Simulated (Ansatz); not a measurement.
LiI (rock salt), relaxed with r²SCAN (Ansatz, a program for electronic structure, plane waves, PAW): a = b = c = 6.019 Å, α = β = γ = 90.00°.

* **gap (eV)**: 5.00
* **ΔH_f (eV/atom)**: -1.37
* **B₀ by P(V) fit (GPa)**: 20.8
* **K_Hill (GPa)**: 20.9
* **G_Hill (GPa)**: 13.6
* **ε∞**: 3.81
* **ε0**: 18.8
* **highest Γ mode, no LO–TO term (cm⁻¹)**: 125
* **electron conductivity mass (mₑ)**: 0.54
* **Θ_D (K)**: 200

Task: The same phase is relaxed and computed with LDA in the same code. What are the cell and these values now?

Result: a = b = c = 5.804 Å, α = β = γ = 90.00°.

* **gap (eV)**: 4.29
* **ΔH_f (eV/atom)**: -1.24
* **B₀ by P(V) fit (GPa)**: 25.7
* **K_Hill (GPa)**: 25.8
* **G_Hill (GPa)**: 17.1
* **ε∞**: 4.49
* **ε0**: 13.3
* **highest Γ mode, no LO–TO term (cm⁻¹)**: 170
* **electron conductivity mass (mₑ)**: 0.57
* **Θ_D (K)**: 220

All cells were relaxed under the symmetry of their starts (and spin orders); stability against distortions was not tested throughout. Spin–orbit coupling is left out wherever it is not named.

Potentials: the later of the program's two PAW sets.

Ansatz is a plane-wave DFT program.

Formation energies count from the lowest solids of the elements computed at the same level, not from gases.
